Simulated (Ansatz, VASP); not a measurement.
**AlNi in VASP and in Ansatz**

```xyz
2
Lattice="2.8586 0.0000 0.0000 0.0000 2.8586 0.0000 0.0000 0.0000 2.8120" Properties=species:S:1:pos:R:3 pbc="T T T"
Al    0.0000    0.0000    0.0000
Ni    1.4293    1.4293    1.4060
```

Change from the starting cell: strain along c alone, the other axes held, atoms relaxed: -2.0 %.

Alike in both runs: task single point; functional PBEsol; k mesh 14 × 14 × 14; occupations gaussian, width 0.1 eV; no spin polarisation.

|  | VASP | Ansatz |
| --- | --- | --- |
| version | VASP 6.6.1 | Ansatz 0.2.0 |
| potentials or method | VASP PAW PBE potentials, release 64 (Al, Ni) | scalar-relativistic, plane waves, PAW |
| plane-wave cutoff (eV) | 520 | 420 |
| valence electrons in the cell | 13 | 21 |

Ansatz gave:

- gap on the k mesh at the Fermi level (eV): none
- pressure (GPa): 3.7
- largest component of the traceless stress (GPa): 0.68

Task: Estimate VASP's values.

Result: gap on the k mesh at the Fermi level (eV): none; pressure (GPa): 3.9; largest component of the traceless stress (GPa): 0.71.

A gap of «none» marks a metal or a gap that the smearing closes. The functional is the same, so the differences come from potentials, cutoffs and numerics. The two sets of potentials don't hold the same shells in valence.

Caveats: the PAW data sets were made with another functional, which shifts forces and pressure a little (VASP). Spin polarisation is off, so any magnetic state and its effect on volume and gap are missing.
